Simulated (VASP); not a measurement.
Set up this calculation in VASP 6.6.1, as the native input.

- Task: single point
- Functional: PBE
- Dispersion: D3(BJ)
- Potentials or basis: VASP PAW PBE potentials, release 64 (O, H, C)
- Cutoff: 520 eV
- k mesh: 1 × 1 × 1
- Occupations: fermi-dirac, width 0.02 eV
- Spin: no spin polarisation
- Dipole correction: no
- Further INCAR settings: LREAL = Auto; ALGO = Normal; EDIFF = 1e-06; NBANDS = 37

The structure of H8CO6 lies in POSCAR:

```
H8CO6
1.0
    5.2990860000      0.0000000000      0.0000000000
    0.0000000000      5.2990860000      0.0000000000
    0.0000000000      0.0000000000      5.2990860000
O H C
6 8 1
Direct
    0.8582423459      0.5939703564      0.3691013884
    0.6584343036      1.0429157028      0.5289025315
    0.1959771930      0.8117248899      0.1351365122
    0.9559573104      0.2354745705      0.9587691160
    0.4297344863      0.3937471481      0.7643959732
    0.3320006507      0.3251126704      1.1900920272
    0.7636033837      0.6796455087      0.4952363483
    0.7874754250      0.4294136762      0.4473790386
    0.7552245802      1.0046449520      0.4048245301
    0.4682128201      1.0478033382      0.4568901127
    0.0654641197      0.6803248711      0.2046579353
    0.1101888137      0.9613167252      0.0784852331
    0.9140632932      0.3087513583      1.1262130866
    0.8115361781      0.1637263483      0.8867566973
    0.3386055633      0.3597224125      0.9699219828
```

The cell was built by a generator and needn't be a form met in nature.

One way to write it, as run:

INCAR

```
SYSTEM = H8CO6
PREC     = Accurate       ! precision mode
ENCUT    = 520            ! plane-wave cutoff, eV
EDIFF    = 1E-6           ! SCF threshold, eV
ISMEAR   = -1             ! smearing method
SIGMA    = 0.02           ! smearing width, eV
LREAL    = Auto         
LASPH    = .TRUE.         ! aspherical terms in the spheres
NELM     = 100            ! most SCF steps
ALGO     = Normal         ! electronic algorithm
ISIF     = 2              ! what is computed and relaxed
LWAVE    = .FALSE.        ! write WAVECAR
LCHARG   = .FALSE.        ! write CHGCAR
GGA      = PE             ! functional
IVDW     = 12             ! dispersion correction
NBANDS   = 37             ! bands
```

KPOINTS

```
Automatic mesh
0
G
  1 1 1
  0 0 0
```

Potentials or basis: VASP PAW PBE potentials, release 64 (O, H, C).

The run is started by

```bash
$ cat potpaw_PBE.64/O/POTCAR potpaw_PBE.64/H/POTCAR potpaw_PBE.64/C/POTCAR > POTCAR
$ mpirun -np 1 vasp_gam > vasp.out
```

It gave:

```json
{
  "Pressure": "4.3 GPa",
  "Largest force": "10.112 eV/Å",
  "Band gap on the k mesh": "3.75 eV, direct",
  "Dispersion energy per atom": "-0.045 eV"
}
```

Caveat: the standard files for N, O and F lose accuracy on very short bonds.

Wall time 11 s on 1 thread of Intel(R) Xeon(R) Platinum 8488C (Sapphire Rapids) (shared host), peak memory 0.23 GiB.
